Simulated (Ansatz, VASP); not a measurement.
# Te2Mo: VASP beside Ansatz

Contents of INCAR:

```
PREC = Accurate
ENCUT = 600
EDIFF = 1E-6
ISMEAR = -1
SIGMA = 0.05
LREAL = F
LASPH = T
NELM = 80
ALGO = Normal
ISIF = 3
LWAVE = F
LCHARG = F
GGA = RP
IVDW = 12
IBRION = 2
NSW = 40
EDIFFG = -0.01
```

The input KPOINTS:

```
Automatic mesh
0
Gamma
  9 9 2
```

POSCAR

```
Te2Mo
1.0
    3.5182000000      0.0000000000      0.0000000000
   -1.7591000000      3.0468505756      0.0000000000
    0.0000000000      0.0000000000     13.9736000000
Te Mo
4 2
Direct
    0.6666666667      0.3333333333      0.3790000000
    0.3333333333      0.6666666667      0.8790000000
    0.6666666667      0.3333333333      0.1210000000
    0.3333333333      0.6666666667      0.6210000000
    0.6666666667      0.3333333333      0.7500000000
    0.3333333333      0.6666666667      0.2500000000
```

File input.yaml:

```yaml
crystal:
  lattice:
    - [3.5182, 0.0, 0.0]
    - [-1.7591, 3.0468505756, 0.0]
    - [0.0, 0.0, 13.9736]
  atoms:
    - { symbol: Te, position: [0.6666666667, 0.3333333333, 0.379] }
    - { symbol: Te, position: [0.3333333333, 0.6666666667, 0.879] }
    - { symbol: Te, position: [0.6666666667, 0.3333333333, 0.121] }
    - { symbol: Te, position: [0.3333333333, 0.6666666667, 0.621] }
    - { symbol: Mo, position: [0.6666666667, 0.3333333333, 0.75] }
    - { symbol: Mo, position: [0.3333333333, 0.6666666667, 0.25] }
hamiltonian:
  xc: rpbe
  pseudopotentials: { kind: paw }
  dispersion: d3bj
kpoints:
  mp_grid: { grid: [9, 9, 2] }
scf:
  occupations: { method: fermi_dirac, width: 0.05 }
output:
  forces: true
  stress: true
  write_density: true
  write_potential: true
  elf: true
  volumetric_format: npy
relax:
  f_tol: 0.01
  max_steps: 40
  cell: { stress_tol: 0.05 }
```

Alike in both runs: task relaxation of cell and atoms; functional RPBE; dispersion D3(BJ); k mesh 9 × 9 × 2; occupations fermi-dirac, width 0.05 eV; no spin polarisation.

```csv
,VASP,Ansatz
version,VASP 6.6.1,Ansatz 0.2.0
potentials or method,"VASP PAW PBE potentials, release 64 (Te, Mo_sv)",Ansatz PAW
plane-wave cutoff (eV),600,420
valence electrons in the cell,52,92
```

VASP gave:

```
gap on the k mesh at the Fermi level, each at its own relaxed structure (eV) : none
relaxed volume (Å³/atom)                                                     : 17.88
relaxed cell length with the largest relative difference (Å)                 : 12.564
energy change over the relaxation (meV/atom)                                 : -554
```

Q: What did Ansatz give for the same quantities?

A: gap on the k mesh at the Fermi level, each at its own relaxed structure (eV): none; relaxed volume (Å³/atom): 17.90; relaxed cell length with the largest relative difference (Å): 12.572; energy change over the relaxation (meV/atom): -548.

A gap of «none» marks a metal or a gap that the smearing closes. The two sets of potentials don't hold the same shells in valence.

Caveats: the volume moved by over 15 % at a fixed basis, so the end points are rough; the volume moved by -28 % from the deposited cell, more than functionals usually miss; the PAW data sets were made with another functional, which shifts forces and pressure a little (VASP); the plane-wave basis is chosen anew once the cell has moved, so the energies of steps on either side of that aren't comparable (Ansatz); the PAW data sets come from PBE, with cores solved anew for the run's functional, which leaves a small shift of forces and pressure (Ansatz). The runs have no spin-orbit coupling, so splittings on Te are missing.
